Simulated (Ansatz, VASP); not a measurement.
One calculation of MgO, two programs

The input POSCAR:

```
MgO
1.0
    0.0000000000      2.1547216012      2.1547216012
    2.1547216012      0.0000000000      2.1547216012
    2.1547216012      2.1547216012      0.0000000000
Mg O
1 1
Direct
    0.0000000000      0.0000000000      0.0000000000
    0.5000000000      0.5000000000      0.5000000000
```

The input INCAR.step1:

```
PREC = Accurate
ENCUT = 520
ISMEAR = 0
SIGMA = 0.01
LREAL = False
LASPH = True
NELM = 80
NBANDS = 11
GGA = PE
ALGO = Normal
EDIFF = 1E-4
LWAVE = True
LCHARG = False
```

INCAR.step2

```
PREC = Accurate
ENCUT = 520
EDIFF = 1E-7
ISMEAR = 0
SIGMA = 0.01
LREAL = False
LASPH = True
NELM = 80
ALGO = Normal
ISIF = 2
LWAVE = False
LCHARG = False
METAGGA = R2SCAN
LMIXTAU = True
NBANDS = 11
ISTART = 1
```

The input KPOINTS:

```
regular mesh
0
Gamma
  10 10 10
```

Input for Ansatz:

```yaml
crystal:
  lattice:
    - [0.0, 2.1547216012, 2.1547216012]
    - [2.1547216012, 0.0, 2.1547216012]
    - [2.1547216012, 2.1547216012, 0.0]
  atoms:
    - { symbol: Mg, position: [0.0, 0.0, 0.0] }
    - { symbol: O, position: [0.5, 0.5, 0.5] }
kpoints:
  mp_grid: { grid: [10, 10, 10] }
  band_path:
    path:
      - [0.0, 0.0, 0.0]
      - [0.5, 0.0, 0.5]
      - [0.625, 0.25, 0.625]
      - [0.375, 0.375, 0.75]
      - [0.5, 0.5, 0.5]
      - [0.5, 0.25, 0.75]
    npoints: 1
hamiltonian:
  xc: r2scan
scf:
  occupations: { method: fixed }
  n_extra_bands: 4
output:
  forces: true
  stress: true
  eigenvalues: true
```

Change from the starting cell: hydrostatic strain +2.5%.

Alike in both runs: task single point; functional r2SCAN; k mesh 10 × 10 × 10; no spin polarisation.

|  | VASP | Ansatz |
| --- | --- | --- |
| version | VASP 6.6.1 | Ansatz 0.2.0 |
| potentials or method | VASP PAW PBE potentials, release 64 (Mg, O) | plane waves, PAW |
| plane-wave cutoff (eV) | 520 | 500 |
| occupations | gaussian, width 0.01 eV | fixed |
| valence electrons in the cell | 8 | 16 |

VASP gave:

| Property | Result |
| --- | --- |
| gap on the k mesh at the Fermi level (eV) | 4.94 |
| pressure (GPa) | -11.7 |

What did Ansatz give for the same quantities?

gap on the k mesh at the Fermi level (eV): 4.96; pressure (GPa): -10.6.

The two sets of potentials don't hold the same shells in valence.

Caveats: the PAW data sets were made with another functional, which shifts forces and pressure a little (VASP).
